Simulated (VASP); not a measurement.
Wanted: the native input for a VASP 6.6.1 run.

| Quantity | Value |
| --- | --- |
| Task | single point |
| Functional | PBE |
| Potentials or basis | VASP PAW PBE potentials, release 64 (La) |
| Cutoff | 520 eV |
| k mesh | 9 × 9 × 9 |
| Occupations | fermi-dirac, width 0.05 eV |
| Spin | no spin polarisation |
| Further INCAR settings | ALGO = Normal; EDIFF = 1e-07; NBANDS = 12 |

The structure of La lies in POSCAR:

```
La
1.0
    0.0108520000      2.6281270000      2.6395430000
    2.6559830000     -0.0107910000      2.6611860000
    2.6466100000      2.6403970000     -0.0014180000
La
1
Direct
   -0.0011650000      0.0020990000     -0.0022080000
```

This isn't the form of La at room conditions, which is double hcp.

The cell isn't the ideal one: cell strained at random at fixed volume.

The input as run:

INCAR

```
SYSTEM = La
ALGO = Normal ; EDIFF = 1E-7
ENCUT = 520 ; GGA = PE
ISIF = 2 ; ISMEAR = -1
LASPH = .True. ; LCHARG = .True.
LELF = .True. ; LREAL = .False.
LVHAR = .True. ; LWAVE = .False.
NBANDS = 12 ; NELM = 60
PREC = Accurate ; SIGMA = 0.05
```

KPOINTS

```
k-points
0
Gamma
  9 9 9
  0 0 0
```

Potentials or basis: VASP PAW PBE potentials, release 64 (La).

Command:

```console
$ cat potpaw_PBE.64/La/POTCAR > POTCAR
$ mpirun -np 1 vasp_std > vasp.out
```

Results of the run:

```json
{
  "Pressure": "0.0 GPa",
  "Band gap on the k mesh": "none (metal or under the smearing width)"
}
```

Wall time 2.8 min on 1 thread of Intel(R) Xeon(R) Platinum 8559C (Emerald Rapids) (shared host), peak memory 0.34 GiB.
